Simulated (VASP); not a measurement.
# GaN (Fm-3m) in VASP: notebook, part 2 of 2

VASP 6.6.1.

## Step 3: Single point, r2SCAN

Contents of INCAR:

```
PREC = Accurate
ENCUT = 400
EDIFF = 0.01
ISMEAR = 0
SIGMA = 0.05
LREAL = F
LASPH = T
NELM = 100
ALGO = Normal
ISIF = 2
LWAVE = F
LCHARG = F
METAGGA = R2SCAN
LMIXTAU = T
NBANDS = 16
ADDGRID = F
```

Contents of KPOINTS:

```
Automatic mesh
0
Gamma
  6 6 6
```

Contents of POSCAR:

```
GaN
1.0
    0.0000000000      2.1352350000      2.1352350000
    2.1352350000      0.0000000000      2.1352350000
    2.1352350000      2.1352350000      0.0000000000
Ga N
1 1
Direct
    0.0000000000      0.0000000000      0.0000000000
    0.5000000000      0.5000000000      0.5000000000
```

Potentials or basis: VASP PAW PBE potentials, release 64 (Ga_d, N).

Started as:

```console
$ cat potpaw_PBE.64/Ga_d/POTCAR potpaw_PBE.64/N/POTCAR > POTCAR
$ mpirun -np 1 vasp_std > vasp.out
```

OUTCAR:

```text
PREC = Accurate
   ENCUT = 400
   EDIFF = 0.01
   ISMEAR = 0
   LREAL = F
   LASPH = T
   NELM = 100
   ISIF = 2
   METAGGA = R2SCAN

 Found     16 irreducible k-points:

 Following reciprocal coordinates:
            Coordinates               Weight
  0.000000  0.000000  0.000000      1.000000
  0.166667  0.000000  0.000000      8.000000
  0.333333  0.000000  0.000000      8.000000
  0.500000  0.000000  0.000000      4.000000
  0.166667  0.166667  0.000000      6.000000
  0.333333  0.166667  0.000000     24.000000
   k-points           NKPTS =     16   k-points in BZ     NKDIM =     16   number of bands    NBANDS=     16
   number of dos      NEDOS =    301   number of ions     NIONS =      2
   total plane-waves  NPLWV =   8000
   dimension x,y,z NGX =    20 NGY =   20 NGZ =   20
   dimension x,y,z NGXF=    40 NGYF=   40 NGZF=   40
   ions per type =               1   1
   NGX,Y,Z   is equivalent  to a cutoff of  11.01, 11.01, 11.01 a.u.
   NGXF,Y,Z  is equivalent  to a cutoff of  22.02, 22.02, 22.02 a.u.
 SYSTEM =  unknown system
   PREC   = accura    normal or accurate (medium, high low for compatibility)
   ISTART =      0    job   : 0-new  1-cont  2-samecut
   ICHARG =      2    charge: 1-file 2-atom 10-const
   ISPIN  =      1    spin polarized calculation?
   LNONCOLLINEAR =      F non collinear calculations
   LSORBIT =      F    spin-orbit coupling
   LASPH  =      T    aspherical Exc in radial PAW
   ENCUT  =  400.0 eV  29.40 Ry    5.42 a.u.   4.92  4.92  4.92*2*pi/ulx,y,z
   NELM   =    100;   NELMIN=  2; NELMDL= -5     # of ELM steps
   EDIFF  = 0.1E-01   stopping-criterion for ELM
   LREAL  =      F    real-space projection
   EDIFFG = 0.1E+00   stopping-criterion for IOM
   NSW    =      0    number of steps for IOM
   IBRION =     -1    ionic relax: 0-MD 1-quasi-New 2-CG
   NFREE  =      0    steps in history (QN), initial steepest desc. (CG)
   ISIF   =      2    stress and relaxation
   ISYM   =      2    0-nonsym 1-usesym 2-fastsym
   POTIM  = 0.5000    time-step for ionic-motion
   TEBEG  =    0.0;   TEEND  =   0.0 temperature during run
   PSTRESS=    0.0 pullay stress
   NELECT =      18.0000    total number of electrons
   NUPDOWN=      -1.0000    fix difference up-down
   EMIN   =  10.00;   EMAX   =-10.00  energy-range for DOS
   EFERMI =   0.00;   METHOD = LEGACY
   ISMEAR =     0;   SIGMA  =   0.05  broadening in eV -4-tet -1-fermi 0-gaus
   EFERMI_NEDOS =   21; number of points for ismear=-14 and -15
   IALGO  =     38    algorithm
   IMIX   =      4    mixing-type and parameters
     AMIX     =   0.40;   BMIX     =  1.00
     AMIX_MAG =   1.60;   BMIX_MAG =  1.00
  volume/ion in A,a.u.               =       9.74        65.70
  Fermi-wavevector in a.u.,A,eV,Ry     =   1.594814  3.013761 34.605481  2.543431
  Thomas-Fermi vector in A             =   2.692830
   LORBIT       =      0    0 simple, 1 ext, 2 COOP (PROOUT), +10 PAW based schemes
   METAGGA = R2SCAN    functional components
   LHFCALC =     F    Hartree Fock is set to
   AEXX    =    0.0000 exact exchange contribution
   IVDW    =     0    specifies the selected vdW correction
   LEPSILON=     F    determine dielectric tensor
   LRPA    =     F    only Hartree local field effects (RPA)
 non-spin polarized calculation
 Gauss-broadening in eV      SIGMA  =   0.05
  energy-cutoff  :      400.00
  volume of cell :       19.47
 maximum number of plane-waves:       366
   NGX =  9   NGY =  9   NGZ =  9

 number of electron      17.9999992 magnetization

 Free energy of the ion-electron system (eV)
  ---------------------------------------------------
  ext. energy  EPLUGINS =         0.00000000
  ---------------------------------------------------
  free energy    TOTEN  =       -20.93249269 eV

  energy without entropy =      -20.93249269  energy(sigma->0) =      -20.93249269

 E-fermi :   7.5696     XC(G=0): -13.9875

 val. band max:        7.3476705057   @ k =  -0.1667   0.1667   0.0000
 cond. band min:       8.1563265359   @ k =   0.5000   0.5000   0.0000
 fundamental gap:      0.8086560302
 Fermi energy:         7.5696312199

 k-point     1 :       0.0000    0.0000    0.0000
  band No.  band energies     occupation
      1     -10.4599      2.00000
      2      -7.1160      2.00000
      3      -7.1160      2.00000
      4      -7.1159      2.00000
      5      -7.0516      2.00000
      6      -7.0516      2.00000
[... 8 lines left out ...]
     15      23.7194      0.00000
     16      23.7200      0.00000

 k-point     2 :       0.1667    0.0000    0.0000
  band No.  band energies     occupation
      1      -9.9408      2.00000
      2      -7.1329      2.00000
      3      -7.1257      2.00000
      4      -7.1257      2.00000
      5      -7.0511      2.00000
      6      -7.0510      2.00000
[... 8 lines left out ...]
     15      24.4025      0.00000
     16      24.4028      0.00000

 k-point     3 :       0.3333    0.0000    0.0000
  band No.  band energies     occupation
      1      -8.5891      2.00000
      2      -7.2307      2.00000
      3      -7.2307      2.00000
      4      -7.1751      2.00000
      5      -6.9626      2.00000
      6      -6.9625      2.00000
[... 8 lines left out ...]
     15      27.4749      0.00000
     16      27.4749      0.00000

 k-point     4 :       0.5000    0.0000    0.0000
  band No.  band energies     occupation
      1      -7.5048      2.00000
      2      -7.2847      2.00000
      3      -7.2844      2.00000
      4      -7.2844      2.00000
      5      -6.9147      2.00000
      6      -6.9146      2.00000
[... 8 lines left out ...]
     15      31.2270      0.00000
     16      31.2285      0.00000

 k-point     5 :       0.1667    0.1667    0.0000
  band No.  band energies     occupation
      1      -9.8150      2.00000
      2      -7.1549      2.00000
      3      -7.1197      2.00000
      4      -7.0637      2.00000
      5      -7.0637      2.00000
      6      -7.0266      2.00000
[... 8 lines left out ...]
     15      28.0016      0.00000
     16      28.0021      0.00000

 k-point     6 :       0.3333    0.1667    0.0000
  band No.  band energies     occupation
      1      -8.9641      2.00000
      2      -7.1837      2.00000
      3      -7.1092      2.00000
      4      -7.0965      2.00000
      5      -6.9468      2.00000
      6      -6.8485      2.00000
[... 8 lines left out ...]
     15      28.6142      0.00000
     16      29.7751      0.00000

 [... further k-points ...]

------------------------ aborting loop because EDIFF is reached ----------------------------------------

  FORCE on cell =-STRESS in cart. coord.  units (eV):
  Direction    XX          YY          ZZ          XY          YZ          ZX
  --------------------------------------------------------------------------------------
  -------------------------------------------------------------------------------------
  Total       -1.4015465     -1.4015465     -1.4015465      0.0000000      0.0000000      0.0000000
  in kB     -115.3323304   -115.3323304   -115.3323304      0.0000000      0.0000000      0.0000000
  external PRESSURE =    -115.3323304 kB  Pullay stress =       0.0000000 kB

 VOLUME and BASIS-vectors are now :
 -----------------------------------------------------------------------------
  energy-cutoff  :      400.00
  volume of cell :       19.47
      direct lattice vectors                 reciprocal lattice vectors
     0.000000000  2.135235000  2.135235000    -0.234166263  0.234166263  0.234166263
     2.135235000  0.000000000  2.135235000     0.234166263 -0.234166263  0.234166263
     2.135235000  2.135235000  0.000000000     0.234166263  0.234166263 -0.234166263

 POSITION                                       TOTAL-FORCE (eV/Angst)
 -----------------------------------------------------------------------------------
      0.00000      0.00000      0.00000         0.000000      0.000000      0.000000
      2.13524      2.13524      2.13524        -0.000000     -0.000000     -0.000000
 -----------------------------------------------------------------------------------
    total drift:                                0.000000     -0.000000     -0.000000

  FREE ENERGIE OF THE ION-ELECTRON SYSTEM (eV)
  ---------------------------------------------------
  free  energy   TOTEN  =       -20.9324926944 eV

  energy  without entropy=      -20.9324926944  energy(sigma->0) =      -20.93249269
```

OSZICAR:

```text
N       E                     dE             d eps       ncg     rms          rms(c)
DAV:   1     0.534100268987E+02    0.53410E+02   -0.84094E+03   608   0.185E+03
DAV:   2    -0.217278656849E+02   -0.75138E+02   -0.70361E+02   568   0.291E+02
DAV:   3    -0.254696113800E+02   -0.37417E+01   -0.37287E+01   616   0.566E+01
DAV:   4    -0.254985235209E+02   -0.28912E-01   -0.28910E-01   632   0.522E+00
DAV:   5    -0.254988168020E+02   -0.29328E-03   -0.29327E-03   488   0.485E-01    0.668E+00
DAV:   6    -0.205189606561E+02    0.49799E+01   -0.28845E+00   760   0.408E+01    0.261E+00
DAV:   7    -0.209554456951E+02   -0.43649E+00   -0.61139E-01   544   0.774E+00    0.167E+00
DAV:   8    -0.208226369718E+02    0.13281E+00   -0.39827E-01   512   0.697E+00    0.142E+00
DAV:   9    -0.208181787085E+02    0.44583E-02   -0.17234E-01   528   0.458E+00    0.625E-01
DAV:  10    -0.209329494561E+02   -0.11477E+00   -0.49203E-02   520   0.303E+00    0.217E-01
DAV:  11    -0.209324926944E+02    0.45676E-03   -0.13759E-03   328   0.351E-01
   1 F= -.20932493E+02 E0= -.20932493E+02  d E =-.433156E-11
```

stdout:

```text
POSCAR found type information on POSCAR GaN
 POSCAR found :  2 types and       2 ions
 scaLAPACK will be used
 -----------------------------------------------------------------------------
|                                                                             |
|                                                                             |
|     You enforced a specific xc type in the INCAR file but a different       |
|     I HOPE YOU KNOW WHAT YOU ARE DOING!                                     |
|                                                                             |
 -----------------------------------------------------------------------------

 LDA part: xc-table for (None), standard interpolation
 POSCAR, INCAR and KPOINTS ok, starting setup
 FFT: planning ... GRIDC
 FFT: planning ... GRID_SOFT
 FFT: planning ... GRID
 WAVECAR not read
 entering main loop
```

Wall time 18 s (1 thread of AMD EPYC 7R43 (Zen 3), shared host); peak memory 0.09 GiB.

The run converged, but some of its settings lie outside the range that counts as converged, so its numbers aren't taken as properties of the crystal.

What came out:

- Free energy: -20.9325 eV
- Band gap on the k mesh: 0.81 eV, indirect (least direct gap 2.85 eV)

Caveat: the k mesh is coarse (spacing up to 0.42 Å⁻¹), so the values aren't converged; the cutoff is under 1.25 times the usual one of these potentials, so pressure, stress and relaxed cells hold a basis-set (Pulay) error; the PAW data sets were made with another functional, which shifts forces and pressure a little.

## Step 4: For comparison

An earlier run on the cell as given: functional PBE; potentials or basis VASP PAW PBE potentials, release 64 (Ga_d, N); cutoff 520 eV; k mesh 11 × 11 × 11; occupations fermi-dirac, width 0.05 eV; no spin polarisation.

- Pressure: 0.4 GPa
- Band gap on the k mesh: 0.54 eV, indirect (least direct gap 2.37 eV)
